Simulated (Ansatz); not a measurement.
## The stack of honeycomb GaAs under antimonene, upper layer turned by 180° between two gates

How does the stack of honeycomb GaAs under antimonene, upper layer turned by 180° take up charge from its gate?

Method: plane-wave DFT, PBE-D3(BJ), Ansatz PAW, in Ansatz 0.2.0.

### Step 1. Set-up

The cell holds 4 atoms: 1 As, 1 Ga and 2 Sb. Its edges and angles: a = 4.085 Å, b = 4.085 Å, c = 41.430 Å, α = 90.0°, β = 90.0°, γ = 120.0°. Regions: layer 1: honeycomb GaAs, 2 atoms (1 As and 1 Ga); layer 2: antimonene, 2 atoms (2 Sb). Vacuum lies along c.

### Step 2. Relaxation

The starting cell is a guess, so the in-plane lattice and the atoms are relaxed first, with the slab cut off from its images along the normal.

File input.yaml:

```yaml
crystal:
  lattice:
    - [4.085, 0.0, 0.0]
    - [-2.0425, 3.5377137745, 0.0]
    - [0.0, 0.0, 41.4299999978]
  atoms:
    - { symbol: As, position: [0.6666666667, 0.3333333333, 0.4368814869] }
    - { symbol: Ga, position: [0.3333333333, 0.6666666667, 0.4508810041] }
    - { symbol: Sb, position: [0.6666666667, 0.3333333333, 0.5232923002] }
    - { symbol: Sb, position: [0.0, 0.0, 0.5631185131] }
  periodic: [true, true, false]
kpoints:
  mp_grid: { grid: [12, 12, 1] }
hamiltonian:
  xc: pbe
  dispersion: d3bj
scf:
  occupations: { method: fermi_dirac, width: 0.05 }
  convergence: { dr2_threshold: 1.0e-09 }
relax:
  f_tol: 0.004
  max_steps: 90
  cell: {}
output:
  write_potential: true
  write_density: true
  volumetric_format: npy
```

Run with:

```sh
$ ansatz run input.yaml --threads 4 --pin off --max-ram 12288MiB --backend cpu --events-out ev --progress --plain --runs-dir out
```

Numbers of over 12 decimals in the logs are rounded to 6 here.

What it wrote:

```text
Warning: relax.cell: scf.convergence.dr2_threshold = 1e-9 eV is looser than the 1.72448803293e-10 eV advised for a relaxation that steers and ends on the stress (1e-10 eV for each atom of the cell: 4, times the square of relax.cell.stress_2d_tol = 0.05 N/m over 15.2 Å (the atoms' height at the walk's start and 5 Å past either face), 3.283e-2 GPa, over a crystal's default 0.05). What an SCF threshold leaves in a stress goes as its square root, and in the free energy as the threshold itself, and one threshold admits the most on a small cell: [figures from the program's tests cut] Set scf.convergence.dr2_threshold to 1.72448803293e-10 eV or tighter. [rest of the remark cut]
Engine: ansatz 0.2.0, aarch64-unknown-linux-gnu
Pseudopotentials: kind: paw
Pseudopotential: As, paw, valence charge 15, recommended cutoff 420 eV (normal), As.paw.azcp
Pseudopotential: Ga, paw, valence charge 13, recommended cutoff 420 eV (normal), Ga.paw.azcp
Pseudopotential: Sb, paw, valence charge 15, recommended cutoff 420 eV (normal), Sb.paw.azcp
Functional definition: PBE
  parameter kappa = 0.804
  parameter beta = 0.066725
  exchange = pbe_x(kappa = kappa, mu = beta*pi^2/3)
  correlation = pbe_c(beta = beta)
Crystal: 4 atoms, lattice volume = 598.728 Å³
Basis set: ecut = 420 eV, 11623 PW (Γ), exchange–correlation on 60×60×576 points (8 copies of the dense FFT grid, shifted against one another)
Bands: 35, of which v1, the nominal top of the filled ones, is band 29 counted from 1 (28 counted from 0)
Symmetry: 6 space group operations
Space group: P3m1 (ITA 156), of the structure as read, at distance tolerance 8.4e-5 Å
k-points: 19 of 144 (time reversal used)
Non-local potential: As, projectors of the file, l = 0: 2, l = 1: 2, l = 2: 3, l = 3: 1
Non-local potential: Ga, projectors of the file, l = 0: 2, l = 1: 2, l = 2: 3, l = 3: 1
Non-local potential: Sb, projectors of the file, l = 0: 2, l = 1: 2, l = 2: 2, l = 3: 2
PAW form: soft (Blöchl's): semilocal exchange-correlation on the pseudo side does not see the compensation charge
PAW one-centre angular grid: As, 590 points (default); XC on 64 Gauss nodes
PAW one-centre angular grid: Ga, 590 points (default); XC on 64 Gauss nodes
PAW one-centre angular grid: Sb, 590 points (default); XC on 64 Gauss nodes
Initial density: superposition of atomic densities (neutral atoms: chi_scale 0, normalization atom), corrected by the library's trained network
Initial wavefunctions: pseudopotential atomic-orbital guess
Functional: x = pbe(κ = 0.804, μ = 0.219515), c = pbe(β = 0.066725)
SCF iter   1: F=—  HF=-21608.670749 eV  |F-HF|=—  |Δ(HF+E_count)|=         —  Δρ=1.47e-3  dr2=1.46e-1  ethr=1.77e-3  ⟨swp⟩=14.6  Hψ=4246  notcnv=0  defer=1
preconditioner: auto → Resta (q_TF=auto, 1.849 Å⁻¹)  ε∞=1.5  [insulator: Δε(μ)=0.413 eV  Ē_g=11.360 eV  σ=0.050 eV  W_gap=0.95  n_scr=66 (ndim 8)  ℏωp=8.0 eV  f_vac=0.774  D(μ)=0.06/eV (n_scr^D=0)  ε∞_Penn≈1.5  vacuum switching on, ρ_ref=9.4e-3 e/Å³]
SCF iter   2: F=—  HF=-21608.717037 eV  |F-HF|=—  |Δ(HF+E_count)|=   4.63e-2  Δρ=2.64e-3  dr2=8.57e-1  ethr=2.52e-4  ⟨swp⟩=4.8  Hψ=1482  notcnv=0  defer=19  recentre
preconditioner: auto → LDOS  [metal: Δε(μ)=0.046 eV  Ē_g=11.548 eV  σ=0.050 eV  W_gap=0.22  n_scr=66 (ndim 8)  ℏωp=8.0 eV  f_vac=0.774  D(μ)=0.61/eV (n_scr^D=4)  β→1.0]
SCF iter   3: F=—  HF=-21608.653376 eV  |F-HF|=—  |Δ(HF+E_count)|=   6.37e-2  Δρ=8.60e-4  dr2=6.08e-2  ethr=2.52e-4  ⟨swp⟩=4.4  Hψ=1123  notcnv=0  defer=15
SCF iter   4: F=—  HF=-21608.646776 eV  |F-HF|=—  |Δ(HF+E_count)|=   6.60e-3  Δρ=3.74e-4  dr2=1.15e-3  ethr=1.05e-4  ⟨swp⟩=3.4  Hψ=1049  notcnv=0  defer=15
SCF iter   5: F=—  HF=-21608.646525 eV  |F-HF|=—  |Δ(HF+E_count)|=   2.51e-4  Δρ=1.64e-4  dr2=2.09e-4  ethr=1.99e-6  ⟨swp⟩=3.1  Hψ=1311  notcnv=0  defer=16
SCF iter   6: F=—  HF=-21608.646550 eV  |F-HF|=—  |Δ(HF+E_count)|=   2.56e-5  Δρ=5.03e-5  dr2=2.24e-5  ethr=3.60e-7  ⟨swp⟩=2.7  Hψ=1260  notcnv=0  defer=16
SCF iter   7: F=—  HF=-21608.646560 eV  |F-HF|=—  |Δ(HF+E_count)|=   9.16e-6  Δρ=1.76e-5  dr2=1.75e-6  ethr=3.87e-8  ⟨swp⟩=3.4  Hψ=1416  notcnv=0  defer=16
SCF iter   8: F=—  HF=-21608.646613 eV  |F-HF|=—  |Δ(HF+E_count)|=   5.32e-5  Δρ=4.07e-6  dr2=1.30e-7  ethr=3.01e-9  ⟨swp⟩=2.8  Hψ=1296  notcnv=0  defer=16
SCF iter   9: F=—  HF=-21608.646613 eV  |F-HF|=—  |Δ(HF+E_count)|=   3.13e-7  Δρ=1.58e-6  dr2=1.60e-8  ethr=2.23e-10  ⟨swp⟩=3.1  Hψ=1286  notcnv=0  defer=16
SCF iter  10: F=—  HF=-21608.646613 eV  |F-HF|=—  |Δ(HF+E_count)|=   7.53e-8  Δρ=5.29e-7  dr2=4.46e-9  ethr=2.76e-11  ⟨swp⟩=3.7  Hψ=1446  notcnv=0  defer=16
SCF iter  11: F=-21608.646613 eV  HF=-21608.646613 eV  |F-HF|=1.62e-9  |Δ(HF+E_count)|=   3.47e-9  Δρ=1.26e-7  dr2=1.24e-10  ethr=1.72e-12  ⟨swp⟩=8.7  Hψ=4880  notcnv=0
SCF 1 converged in 11 iterations: F = -21608.646613 eV  dr2 = 1.24e-10
  greatest PAW one-centre occupation: 0.999 electrons in one spin orbital (limit 2), on the As atom at site 0 (counted from 0), in its partial waves of l = 2
relax step   1: F+E_penalty+E_count = -21608.64661313 eV  Δ(F+E_penalty+E_count) = +0.000e0 eV  max|allowed force component| = 4.363e-1 eV/Å  Δτ_max = 0.0000 Å  P = -0.998 N/m  Ω = 598.728 Å³  fix = [c, alpha, beta]  reactions: c -0.000 N/m  (11 SCF iters, accepted)
Crystal: 4 atoms, lattice volume = 592.092 Å³
Basis set: ecut = 420 eV, 11575 PW (Γ), exchange–correlation on 60×60×576 points (8 copies of the dense FFT grid, shifted against one another)
Initial density: handed on by an earlier stage of this run
Initial wavefunctions: those handed on with the density
iter 1 solved again at ethr=1.60e-4 eV; its pass at ethr=3.10e-3 eV (dr2=9.27e-2 eV) is discarded
SCF iter   1: F=—  HF=-21608.766499 eV  |F-HF|=—  |Δ(HF+E_count)|=         —  Δρ=4.07e-3  dr2=9.31e-2  ethr=1.60e-4  ⟨swp⟩=2.5  Hψ=4580  notcnv=0
preconditioner: auto → Resta (q_TF=auto, 1.852 Å⁻¹)  ε∞=1.5  [insulator: Δε(μ)=0.369 eV  Ē_g=11.465 eV  σ=0.050 eV  W_gap=0.95  n_scr=66 (ndim 8)  ℏωp=8.1 eV  f_vac=0.763  D(μ)=0.03/eV (n_scr^D=0)  ε∞_Penn≈1.5  vacuum switching on, ρ_ref=9.5e-3 e/Å³]
SCF iter   2: F=—  HF=-21608.769006 eV  |F-HF|=—  |Δ(HF+E_count)|=   2.51e-3  Δρ=2.18e-3  dr2=8.26e-2  ethr=1.60e-4  ⟨swp⟩=4.7  Hψ=1448  notcnv=0  defer=5
SCF iter   3: F=—  HF=-21608.761712 eV  |F-HF|=—  |Δ(HF+E_count)|=   7.29e-3  Δρ=1.53e-3  dr2=2.94e-2  ethr=1.42e-4  ⟨swp⟩=3.8  Hψ=1209  notcnv=0  defer=19
SCF iter   4: F=—  HF=-21608.763472 eV  |F-HF|=—  |Δ(HF+E_count)|=   1.76e-3  Δρ=1.10e-3  dr2=3.50e-2  ethr=5.07e-5  ⟨swp⟩=3.2  Hψ=990  notcnv=0  defer=20
[...]
SCF 3 converged in 11 iterations: F = -21608.784099 eV  dr2 = 1.80e-10
relax step   3: F+E_penalty+E_count = -21608.78409945 eV  Δ(F+E_penalty+E_count) = -2.337e-2 eV  max|allowed force component| = 1.857e-1 eV/Å  Δτ_max = 0.1074 Å  P = -0.334 N/m  Ω = 584.100 Å³  energy of the carried Pulay correction = +5.232e-4 eV  fix = [c, alpha, beta]  reactions: c -0.000 N/m  (11 SCF iters, accepted)
[...]
relax step   4: F+E_penalty+E_count = -21608.79024202 eV  Δ(F+E_penalty+E_count) = -6.143e-3 eV  max|allowed force component| = 3.486e-2 eV/Å  Δτ_max = 0.0718 Å  P = +0.020 N/m  Ω = 582.783 Å³  energy of the carried Pulay correction = +5.709e-4 eV  fix = [c, alpha, beta]  reactions: c +0.000 N/m  (10 SCF iters, accepted)
[...]
relax step   5: F+E_penalty+E_count = -21608.79044262 eV  Δ(F+E_penalty+E_count) = -2.006e-4 eV  max|allowed force component| = 1.125e-2 eV/Å  Δτ_max = 0.0117 Å  P = +0.042 N/m  Ω = 582.409 Å³  energy of the carried Pulay correction = +5.845e-4 eV  fix = [c, alpha, beta]  reactions: c +0.000 N/m  (9 SCF iters, accepted)
[...]
relax step   6: F+E_penalty+E_count = -21608.79037902 eV  Δ(F+E_penalty+E_count) = +6.360e-5 eV  max|allowed force component| = 2.329e-2 eV/Å  Δτ_max = 0.0085 Å  P = +0.001 N/m  Ω = 582.440 Å³  energy of the carried Pulay correction = +5.833e-4 eV  fix = [c, alpha, beta]  (8 SCF iters, rejected (line search))
[...]
relax step   7: F+E_penalty+E_count = -21608.79047022 eV  Δ(F+E_penalty+E_count) = -2.760e-5 eV  max|allowed force component| = 2.453e-3 eV/Å  Δτ_max = 0.0041 Å  P = +0.017 N/m  Ω = 582.565 Å³  energy of the carried Pulay correction = +5.788e-4 eV  fix = [c, alpha, beta]  reactions: c +0.000 N/m  (8 SCF iters, accepted)
Basis set: ecut = 420 eV, 11431 PW (Γ), exchange–correlation on 54×54×576 points (8 copies of the dense FFT grid, shifted against one another)
Initial wavefunctions: pseudopotential atomic-orbital guess (no wavefunctions were taken with the density)
iter 1 solved again at ethr=7.79e-7 eV; its pass at ethr=3.10e-3 eV (dr2=4.52e-4 eV) is discarded
SCF iter   1: F=—  HF=-21608.789835 eV  |F-HF|=—  |Δ(HF+E_count)|=         —  Δρ=1.15e-5  dr2=1.58e-7  ethr=7.79e-7  ⟨swp⟩=4.9  Hψ=6356  notcnv=0
eigensolver tolerance schedule: the retry pair's looser diagonalisation over-reported the residual by 2857.09 of it (diagonalisation noise at 2.55 of the residual, at the tolerance the schedule requests for it); recorded, not acted on — ethr = c·dr2/N_el stays at c = 1.0e-1
preconditioner: auto → Resta (q_TF=auto, 1.857 Å⁻¹)  ε∞=1.5  [insulator: Δε(μ)=0.611 eV  Ē_g=11.401 eV  σ=0.050 eV  W_gap=1.00  n_scr=66 (ndim 8)  ℏωp=8.1 eV  f_vac=0.757  D(μ)=0.00/eV (n_scr^D=0)  ε∞_Penn≈1.5  vacuum switching on, ρ_ref=9.4e-3 e/Å³]
SCF iter   2: F=—  HF=-21608.789878 eV  |F-HF|=—  |Δ(HF+E_count)|=   4.36e-5  Δρ=7.85e-6  dr2=1.20e-7  ethr=2.73e-10  ⟨swp⟩=4.9  Hψ=2085  notcnv=0
SCF iter   3: F=—  HF=-21608.789878 eV  |F-HF|=—  |Δ(HF+E_count)|=   8.01e-8  Δρ=1.71e-6  dr2=1.69e-8  ethr=2.07e-10  ⟨swp⟩=2.2  Hψ=956  notcnv=0
SCF iter   4: F=—  HF=-21608.789878 eV  |F-HF|=—  |Δ(HF+E_count)|=   5.36e-9  Δρ=9.30e-7  dr2=6.03e-8  ethr=2.91e-11  ⟨swp⟩=3.7  Hψ=1368  notcnv=0
SCF iter   5: F=—  HF=-21608.789878 eV  |F-HF|=—  |Δ(HF+E_count)|=   5.94e-9  Δρ=4.47e-7  dr2=1.71e-9  ethr=2.91e-11  ⟨swp⟩=2.2  Hψ=753  notcnv=0
SCF iter   6: F=-21608.789878 eV  HF=-21608.789878 eV  |F-HF|=3.27e-11  |Δ(HF+E_count)|=  7.64e-11  Δρ=2.35e-7  dr2=1.63e-10  ethr=1.72e-12  ⟨swp⟩=15.6  Hψ=4879  notcnv=0
SCF 8 converged in 6 iterations: F = -21608.789878 eV  dr2 = 1.63e-10
relax step   8: F+E_penalty+E_count = -21608.78987818 eV  Δ(F+E_penalty+E_count) = +5.920e-4 eV  max|allowed force component| = 2.529e-3 eV/Å  Δτ_max = 0.0000 Å  P = +0.018 N/m  Ω = 582.565 Å³  fix = [c, alpha, beta]  reactions: c +0.000 N/m  stress off target by 1.80e-2 N/m on what of the cell is left free  SCF on the basis re-selected at this cell (its energy is not comparable with the rows above)  (6 SCF iters)
basis re-selected at this cell: Δ(F+E_penalty+E_count) = +5.920e-4 eV, ΔP = +0.001 N/m vs the last step (what re-selecting the basis moved, of the pressure what is left beyond the Pulay correction that the steps carried, after the strain that the cell walked since its last selection, with what the two solves' SCF thresholds leave and, on support functions, any second-order correction that the steps lacked; it is no measure of the basis error at this ecutwfc). The dense FFT grid was sized anew with the basis: this SCF ran on 27×27×288 points, the steps before it on 30×30×288, so part of this shift can come from that change (see relax.cell in the input reference). [rest of the remark cut]
WARN: The output density's exchange-correlation potential varies sharply where the density is thin. Do not read a vacuum level from v_tot or v_xc, or from such a field of the output density. On a cell that repeats whose density bears no net charge and no dipole along the vacuum's axis use v_es (v_loc + v_h of the components); under efield.dipole_correction with no amplitude use v_es + v_field, which holds any externa [...]
SCF converged after 6 iterations
Free energy (F): -21608.789878 eV
Harris-Foulkes:  -21608.789878 eV  (|F-HF|=3.27e-11)
Internal energy: -21608.789826 eV  (E = F + TS)
E sigma→0 (E₀):  -21608.789852 eV
Entropy (-TS):   -0.000052 eV (-0.013 meV/atom)
Fermi energy:    -4.541465 eV
--- Per-component energies (eV) ---
  E_band       = -1437.887911
  E_kinetic    = 630.471159
  E_local      = -169604.442574  (includes V_loc(G=0)·N_el)
  E_nonlocal   = 477.321136
  E_hartree    = 84275.566344
  E_xc         = -423.489155
  E_vxc        = -327.111134  (∫ρ·V_xc dr)
  E_paw        = -12973.057275  (= ΣΔE_a)
  E_vpaw       = -1165.259725  (= ΣTr[D̂ρ^β])
  E_aug_tail   = -0.000123  (compensation charges beyond the density's cutoff)
  E_ewald      = 76009.799367
  E_disp       = -0.958705  (pairwise vdW)
  E_smearing   = -0.000052  (= −TS)
  E_closure    = -0.000000  (closes the sum)
  Σ components = -21608.789878   (vs F -21608.789878, Δ=0.00e0)
--- Forces (eV/Å), atoms counted from 1 ---
  atom   1  As    -0.00000000     0.00000000    -0.00050076
  atom   2  Ga     0.00000000    -0.00000000    -0.00107675
  atom   3  Sb     0.00000000    -0.00000000    -0.00095193
  atom   4  Sb     0.00000000     0.00000000     0.00252910
  max |Σ_I F_I| component: 3.41e-7 eV/Å
--- 2D stress c σ (N/m, compression-positive) ---
        0.017985       0.000000      -0.000000
        0.000000       0.017985       0.000000
       -0.000000       0.000000       0.000000
  P = ½ c Tr σ = 0.0180 N/m
--- Band table (eV; the first three rows and the last of 19) ---
  k-point 0: bands = [... 25 lower, -5.4172, -5.4172, -4.8447, -4.8447, -4.1135, -3.1320, -2.0917, -2.0917, ... 2 higher]
  k-point 1: bands = [... 25 lower, -5.6513, -5.5702, -5.5528, -5.0310, -3.4083, -2.7014, -2.1715, -1.9242, ... 2 higher]
  k-point 2: bands = [... 25 lower, -6.7100, -5.8768, -5.5313, -5.4396, -3.2191, -2.7152, -1.6197, -1.6134, ... 2 higher]
  k-point 18: bands = [... 25 lower, -8.4665, -7.0557, -6.9606, -5.3060, -4.2335, -3.0916, -1.7262, -1.4730, ... 2 higher]
  the weakly bound empty levels are not read free of the cell's end (no_gap_told)
--- Relaxed structure (7 steps of the walk, 6 accepted, 1 SCFs on fresh bases) ---
  F+E_penalty+E_count = -21608.78987818 eV   max|allowed force component| = 2.529e-3 eV/Å   (the final SCF, on the basis selected at the relaxed cell)
  cell:  # Å, volume = 582.5651 Å³
    - [4.029484, 0, 0]
    - [-2.014742, 3.489635, 0]
    - [0, 0, 41.4299999978]
  atoms:
    - { symbol: As, position: [0.666667, 0.333333, 0.428488] }
    - { symbol: Ga, position: [0.333333, 0.666667, 0.443224] }
    - { symbol: Sb, position: [0.666667, 0.333333, 0.531094] }
    - { symbol: Sb, position: [2.3539497982994634e-17, -9.251858538489118e-17, 0.571368] }
```

The job ended after 89 s (4 threads of Arm Neoverse V1, shared host; peak memory 1.1 GiB; 5.8 min of CPU time).

Relaxation path:

```csv
step,energy less that of the first step (eV),largest force component (eV/Å),volume (Å³)
1,0.0000,0.4363,598.73
2,-0.1141,0.1219,592.09
3,-0.1375,0.1857,584.10
4,-0.1436,0.0349,582.78
5,-0.1438,0.0112,582.41
6,-0.1438,0.0233,582.44
7,-0.1439,0.0025,582.56
8*,-0.1433,0.0025,582.56
```

Relaxation steps marked * repeat the geometry before them on a plane-wave basis chosen anew for their cell, so energy and pressure can jump there. Relaxation step 6 was tried and not accepted.

Forces are held to the 6 operations that the run works with; a distortion that breaks them can't arise in this run.

```csv
cell as run,before,after,change
a (Å),4.085,4.029,-1.4 %
b (Å),4.085,4.029,-1.4 %
```

The atoms that moved most (Å, along periodic axes as changes of fractional coordinates times the final cell, across vacuum about the mean position):

```csv
atom,dx,dy,dz,length
As1,0.000,0.000,-0.348,0.348
Sb4,0.000,0.000,0.342,0.342
Sb3,0.000,0.000,0.323,0.323
Ga2,0.000,0.000,-0.317,0.317
```

Final coordinates:

```xyz
4
Lattice="4.0295 0.0000 0.0000 -2.0147 3.4896 0.0000 0.0000 0.0000 41.4300" Properties=species:S:1:pos:R:3
As    2.0147    1.1632   17.7522
Ga    0.0000    2.3264   18.3628
Sb    2.0147    1.1632   22.0032
Sb    0.0000    0.0000   23.6718
```

The lattice constant a goes from 4.085 to 4.029 Å.

(Part 1 of 3 ends here.)

[Logs are printed without paths, hosts, clocks, repeated set-up lines and the standing remarks that a program may print on its own settings, such as how far it seeks lower states.]

[Hosts, paths, dates, database ids (printed as entryN), source tags and the programs' standing remarks are cut or masked in the printed files.]

[Maps of the electrostatic potential energy from Ansatz leave out the sawtooth potential of an applied field or a dipole correction, so their vacuum need not be flat; planar profiles and work functions include it.]
